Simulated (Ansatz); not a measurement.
The system is Au.

```
CELL_PARAMETERS angstrom
1.41131 -2.55593 0.00000
1.41131 2.55593 0.00000
0.00000 0.00000 4.89317
ATOMIC_POSITIONS crystal
Au 0.33425 0.65236 0.25193
Au 0.65276 0.31258 0.74169
```

This isn't the form of Au at room conditions, which is fcc.

The cell isn't the ideal one: atoms moved at random, drawn with an rms of 0.05 Å.

Below is the output of Ansatz 0.2.0 for this cell. Logs are shortened: lines on timing, memory, paths and dates and some standing lists are left out, and cuts for length are marked.

```text
Warning: RAYON_NUM_THREADS=2 ignored (pool sized by the plan → 2); use --threads N
Engine: ansatz 0.2.0, aarch64-unknown-linux-gnu
Pseudopotentials: kind: paw
Pseudopotential: Au, paw, valence charge 19, recommended cutoff 420 eV (normal), Au.paw.azcp
Functional definition: PBEsol
  exchange = pbesol_x
  correlation = pbesol_c
Crystal: 2 atoms, lattice volume = 35.301 Å³
Basis set: ecut = 420 eV, 693 PW (Γ), exchange–correlation on 40×40×72 points (8 copies of the dense FFT grid, shifted against one another)
Bands: 23, of which v1, the nominal top of the filled ones, is band 19 counted from 1 (18 counted from 0)
Symmetry: 2 space group operations
Space group: P-1 (ITA 2), of the structure as read, at distance tolerance 3.3e-5 Å
k-points: 364 of 726
Non-local potential: Au, projectors of the file, l = 0: 3, l = 1: 2, l = 2: 2, l = 3: 1
PAW form: soft (Blöchl's): semilocal exchange-correlation on the pseudo side does not see the compensation charge
PAW frozen core: Au, regenerated for the run's functional, and the local potential with it (the file was generated under x = pbe(κ = 0.804, μ = 0.2195149727645171), c = pbe(β = 0.06672455060314922))
PAW one-centre angular grid: Au, 590 points (default); XC on 64 Gauss nodes
Initial density: superposition of atomic densities (neutral atoms: chi_scale 0, normalization atom), corrected by the library's trained network
Initial wavefunctions: pseudopotential atomic-orbital guess
Functional: x = pbesol(κ = 0.804, μ = 0.12345679012345678), c = pbesol(β = 0.046)
SCF iter   1: F=—  HF=-26014.154675 eV  |F-HF|=—  |Δ(HF+E_count)|=         —  Δρ=6.62e-3  dr2=1.43e-2  ethr=1.77e-3  ⟨swp⟩=4.7  Hψ=31567  notcnv=0
preconditioner: auto → Kerker (q_TF=auto, 2.762 Å⁻¹)  [metal: Δε(μ)=0.005 eV  Ē_g=10.669 eV  σ=0.050 eV  W_gap=0.03  n_scr=10 (ndim 8)  ℏωp=29.3 eV  f_vac=0.000  D(μ)=0.94/eV (n_scr^D=2)]
SCF iter   2: F=—  HF=-26014.152118 eV  |F-HF|=—  |Δ(HF+E_count)|=   2.56e-3  Δρ=2.92e-3  dr2=2.50e-3  ethr=3.77e-5  ⟨swp⟩=2.3  Hψ=15339  notcnv=0
SCF iter   3: F=—  HF=-26014.151446 eV  |F-HF|=—  |Δ(HF+E_count)|=   6.71e-4  Δρ=6.80e-4  dr2=8.59e-5  ethr=6.58e-6  ⟨swp⟩=2.0  Hψ=11311  notcnv=0
SCF iter   4: F=—  HF=-26014.151461 eV  |F-HF|=—  |Δ(HF+E_count)|=   1.41e-5  Δρ=1.14e-4  dr2=2.52e-6  ethr=2.26e-7  ⟨swp⟩=2.3  Hψ=13822  notcnv=0
SCF iter   5: F=—  HF=-26014.151461 eV  |F-HF|=—  |Δ(HF+E_count)|=   4.63e-7  Δρ=2.45e-5  dr2=2.35e-7  ethr=6.62e-9  ⟨swp⟩=2.2  Hψ=13225  notcnv=0
SCF iter   6: F=-26014.151461 eV  HF=-26014.151461 eV  |F-HF|=1.65e-9  |Δ(HF+E_count)|=   2.45e-8  Δρ=4.52e-6  dr2=7.60e-9  ethr=2.63e-10  ⟨swp⟩=7.5  Hψ=48059  notcnv=0
SCF 1 converged in 6 iterations: F = -26014.151461 eV  dr2 = 7.60e-9
  greatest PAW one-centre occupation: 1.001 electrons in one spin orbital (limit 2), on the Au atom at site 1 (counted from 0), in its partial waves of l = 0
SCF converged after 6 iterations
Free energy (F): -26014.151461 eV
Harris-Foulkes:  -26014.151461 eV  (|F-HF|=1.65e-9)
Internal energy: -26014.144258 eV  (E = F + TS)
E sigma→0 (E₀):  -26014.147859 eV
Entropy (-TS):   -0.007203 eV (-3.602 meV/atom)
Fermi energy:    19.430961 eV
--- Per-component energies (eV) ---
  E_band       = -451.565402
  E_kinetic    = 1207.955553
  E_local      = -3524.588107  (includes V_loc(G=0)·N_el)
  E_nonlocal   = 155.433111
  E_hartree    = 1492.578502
  E_xc         = -452.432861
  E_vxc        = -548.234350  (∫ρ·V_xc dr)
  E_paw        = -19131.473361  (= ΣΔE_a)
  E_vpaw       = -727.290493  (= ΣTr[D̂ρ^β])
  E_aug_tail   = 0.002770  (compensation charges beyond the density's cutoff)
  E_ewald      = -5762.238821
  E_core_change = 0.618958  (= ΣΔE_core)
  E_smearing   = -0.007203  (= −TS)
  E_closure    = 0.000000  (closes the sum)
  Σ components = -26014.151461   (vs F -26014.151461, Δ=0.00e0)
--- Forces (eV/Å), atoms counted from 1 ---
  atom   1  Au    -0.00790457    -0.02202943    -0.27454767
  atom   2  Au     0.00790457     0.02202943     0.27454767
  max |Σ_I F_I| component: 0.00e0 eV/Å
--- Stress (GPa, compression-positive) ---
       -2.483547       0.034479       0.093300
        0.034479      -6.633159       0.058817
        0.093300       0.058817      -6.003961
  P = ⅓ Tr σ = -5.0402 GPa (-50.402 kbar)
--- Band table (eV; the first three rows and the last of 364) ---
  k-point 0: bands = ["-85.8751", "-85.8670", "-37.3532", "-37.2096", "-37.2007", "-37.1845", "-37.1836", "-37.1787", "9.9200", "12.3376", "14.7465", "14.8014", "15.1430", "15.3862", "15.6305", "15.9963", "16.2176", "17.3139", "17.4147", "18.3676", "21.8678", "33.9216", "34.9269"]
  k-point 1: bands = ["-85.8746", "-85.8675", "-37.3422", "-37.2081", "-37.1994", "-37.1947", "-37.1860", "-37.1801", "10.1369", "12.3128", "14.7050", "14.7735", "15.0824", "15.3349", "15.5732", "16.1378", "16.3656", "17.1570", "17.2789", "17.3776", "23.5178", "33.4469", "35.1154"]
  k-point 2: bands = ["-85.8732", "-85.8688", "-37.3127", "-37.2251", "-37.2035", "-37.1956", "-37.1902", "-37.1839", "10.7403", "12.1291", "14.6417", "14.7538", "14.9445", "15.2858", "15.4420", "15.6002", "16.4727", "16.6820", "17.1364", "17.2537", "26.4468", "32.3178", "34.4461"]
  k-point 363: bands = ["-85.8644", "-85.8613", "-37.3650", "-37.3450", "-37.2773", "-37.2599", "-37.2323", "-37.2123", "12.8609", "13.2347", "13.7706", "14.6091", "15.0773", "15.6751", "16.2553", "17.1414", "17.2894", "17.5426", "18.5165", "22.4482", "23.8385", "27.1131", "28.2006"]
```

What input gives this log?

Single point with PBEsol, no spin polarisation. The files as run (others can give the same):

input.yaml
```yaml
crystal:
  lattice:
    - [1.411309965, -2.555933025, 0.0]
    - [1.411309965, 2.555933025, 0.0]
    - [0.0, 0.0, 4.89316961]
  atoms:
    - { symbol: Au, position: [0.33425, 0.652362, 0.251925] }
    - { symbol: Au, position: [0.652759, 0.312579, 0.741685] }
hamiltonian:
  xc: pbesol
  pseudopotentials: { kind: paw }
kpoints:
  mp_grid: { grid: [11, 11, 6] }
scf:
  occupations: { method: fermi_dirac, width: 0.05 }
output:
  forces: true
  stress: true
  eigenvalues: true
  write_density: true
  write_potential: true
  elf: true
  volumetric_format: npy
```

Potentials or basis: Ansatz PAW.
The run is started by
```console
$ ansatz run input.yaml --threads 2 --pin off --max-ram 5632MiB --backend cpu --events-out ev --progress --plain --runs-dir out
```

Caveat: the PAW data sets come from PBE, with cores solved anew for the run's functional, which leaves a small shift of forces and pressure.
